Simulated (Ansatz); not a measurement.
## TiTe: band structure with r2SCAN+U

The system is TiTe.

```
CELL_PARAMETERS angstrom
0.00000 3.05007 3.05007
3.05007 0.00000 3.05007
3.05007 3.05007 0.00000
ATOMIC_POSITIONS crystal
Ti 0.50000 0.50000 0.50000
Te 0.00000 0.00000 0.00000
```

The cell comes from a database or a generator and needn't be the stable form of this composition.

```json
{"Program": "Ansatz 0.2.0", "Task": "band structure", "Functional": "r2SCAN", "Potentials or basis": "Ansatz PAW", "Cutoff": "500 eV (not typed: the program's choice for these potentials)", "k mesh": "8 × 8 × 8", "Occupations": "fermi-dirac, width 0.05 eV", "Spin": "no spin polarisation", "Hubbard terms": "Ti d U = 2 eV", "Path": "[[\"G\", \"X\", \"W\", \"K\", \"G\", \"L\", \"U\", \"W\", \"L\", \"K\"], [\"U\", \"X\"]]", "Points for each segment of the path": "14", "Hubbard projectors": "ortho-atomic (the default)", "Double counting": "fll (the default)"}
```

```json
{"Pressure": "-9.7 GPa", "Band gap on the k mesh": "none (metal or under the smearing width)"}
```

Levels at the corners of the path, in eV from the Fermi level:
```
point  band 10  band 11  band 12  band 13  band 14  band 15  band 16  band 17  band 18  band 19
    Γ   -13.22    -1.80    -1.80    -1.80    -0.54    -0.54    -0.54     0.15     0.15     1.91
    X   -12.06    -5.35    -3.31    -3.31    -1.31     0.38     0.38     0.50     0.67     1.49
    W   -12.00    -4.65    -4.65    -4.17     0.03     0.03     0.38     0.59     1.07     4.40
    K   -12.03    -5.00    -4.72    -3.38    -0.53     0.27     0.41     0.92     1.19     2.59
    Γ   -13.22    -1.80    -1.80    -1.80    -0.54    -0.54    -0.54     0.15     0.15     1.91
    L   -12.23    -6.10    -3.31    -3.31     0.21     0.21     0.32     2.30     2.67     2.67
    U   -12.03    -5.00    -4.72    -3.38    -0.53     0.27     0.41     0.92     1.19     2.59
    W   -12.00    -4.65    -4.65    -4.17     0.03     0.03     0.38     0.59     1.07     4.40
    L   -12.23    -6.10    -3.31    -3.31     0.21     0.21     0.32     2.30     2.67     2.67
    K   -12.03    -5.00    -4.72    -3.38    -0.53     0.27     0.41     0.92     1.19     2.59
    U   -12.03    -5.00    -4.72    -3.38    -0.53     0.27     0.41     0.92     1.19     2.59
    X   -12.06    -5.35    -3.31    -3.31    -1.31     0.38     0.38     0.50     0.67     1.49
```

Eigenvalues of the final occupation matrices:
```csv
site,spin,trace,eigenvalues
site 1,1,1.38,0.16 0.16 0.35 0.35 0.35
```

Wall time 4.5 s on 2 threads of Intel(R) Xeon(R) Platinum 8488C (Sapphire Rapids) (shared host), peak memory 0.59 GiB.

Caveat: spin-orbit coupling is left out, which moves the levels of the heavy elements; U without spin polarisation on a metal has little footing; the PAW data sets come from PBE, with cores solved anew for the run's functional, which leaves a small shift of forces and pressure; the U is typed as a test and isn't derived for this compound.
